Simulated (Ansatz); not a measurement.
AlAu2 under changes of volume

One of the cells (16.388 Å³/atom); the others are scaled copies at fixed shape and fractional positions:

```
Au Al
1.0
    -1.67151    1.67151    4.39908
     1.67151   -1.67151    4.39908
     1.67151    1.67151   -4.39908
Au Al
2 1
Direct
  0.34373 0.34373 0.00000
  0.65627 0.65627 0.00000
  0.00000 0.00000 0.00000
```

The cell comes from a database or a generator and needn't be the stable form of this composition.

* Program: Ansatz 0.2.0
* Functional: PBEsol
* Potentials or basis: all-electron LAPW, scalar-relativistic
* Cutoff: 277 eV (chosen from the basis error)
* Basis error allowed: 0.001 eV/atom
* k mesh: 11 × 11 × 11
* Occupations: fermi-dirac, width 0.05 eV
* Spin: no spin polarisation

```tsv
volume (Å³/atom)	energy over the lowest point (meV/atom)	pressure (GPa)	largest force (eV/Å)
15.405	17.73	8.3	0.166
15.732	5.04	4.3	0.127
16.060	0.00	0.8	0.091
16.388	1.67	-2.3	0.057
16.716	9.19	-5.0	0.026
17.043	?	?	?
17.371	38.95	-9.4	0.029
```

**Question.** What does the run at 17.043 Å³/atom give?

**Answer.** Energy over the lowest point 21.84 meV/atom; pressure -7.3 GPa; largest force 0.002 eV/Å.

Worked out: A Birch-Murnaghan fit of order 3 (a polynomial in V^(-2/3)) to the other rows has its minimum at 16.14 Å³/atom with B0 = V·E''(V) = 156 GPa and B' = 5.6 at fixed shape and positions, which overstates the stiffness. It gives 21.82 meV/atom at 17.043 Å³/atom, against the run's 21.84, and -dE/dV = -7.3 GPa, against -7.3.

Energies are extrapolated to zero smearing.
